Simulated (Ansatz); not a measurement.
# NaI: the cost of one run

Computed with Ansatz 0.2.0 (DFT PBE, scalar-relativistic, plane waves, PAW, unless a step's input says otherwise).

1 further run of the same task is left out (it didn't finish).

### 1 The starting structure

The structure is cubic, space group Fm-3m (No. 225). Conventional cell: a = 6.437 Å, b = 6.437 Å, c = 6.437 Å, α = 90.00°, β = 90.00°, γ = 90.00°. Around Na (site symmetry m-3m) lie 6 I at 3.22 Å. I (site symmetry m-3m) is surrounded by 6 Na at 3.22 Å.

Structure file:

```cif
data_structure
_symmetry_space_group_name_H-M 'P 1'
_symmetry_Int_Tables_number 1
_cell_length_a 4.5519
_cell_length_b 4.5519
_cell_length_c 4.5519
_cell_angle_alpha 60.000
_cell_angle_beta 60.000
_cell_angle_gamma 60.000
_cell_volume 66.69
loop_
_atom_site_label
_atom_site_type_symbol
_atom_site_fract_x
_atom_site_fract_y
_atom_site_fract_z
_atom_site_occupancy
Na1 Na 0.00000 0.00000 0.00000 1
I1 I 0.50000 0.50000 0.50000 1
```

This is candidate A: structure listed in a database for this formula (Fm-3m, No. 225).

(A quick probe on a coarse mesh, which set the mesh and smearing, is not shown.)

### 3 Full relaxation (candidate A)

Contents of input.yaml:

```yaml
crystal:
  lattice:
    - [0.0, 3.2186566863, 3.2186566863]
    - [3.2186566863, 0.0, 3.2186566863]
    - [3.2186566863, 3.2186566863, 0.0]
  atoms:
    - { symbol: Na, position: [0.0, 0.0, 0.0] }
    - { symbol: I, position: [0.5, 0.5, 0.5] }
basis:
  ecutwfc: 420
kpoints:
  mp_grid: { grid: [6, 6, 6] }
hamiltonian:
  xc: pbe
scf:
  occupations: { method: gaussian, width: 0.02 }
output:
  forces: true
  stress: true
  eigenvalues: true
relax:
  adjacent_minimum: "off"
  f_tol: 0.01
  max_steps: 80
  cell: { stress_tol: 0.05 }
```

The run is started by

```sh
ansatz run input.yaml --threads 1 --pin off --max-ram 2560MiB --backend cpu --events-out ev --progress --plain --runs-dir out
```

Q: Estimate wall time and peak memory on 1 thread of Intel Xeon Platinum 8175M at 2.50GHz (Skylake/Cascade Lake), shared host.

About 7.6 s, with a peak of 0.39 GiB.
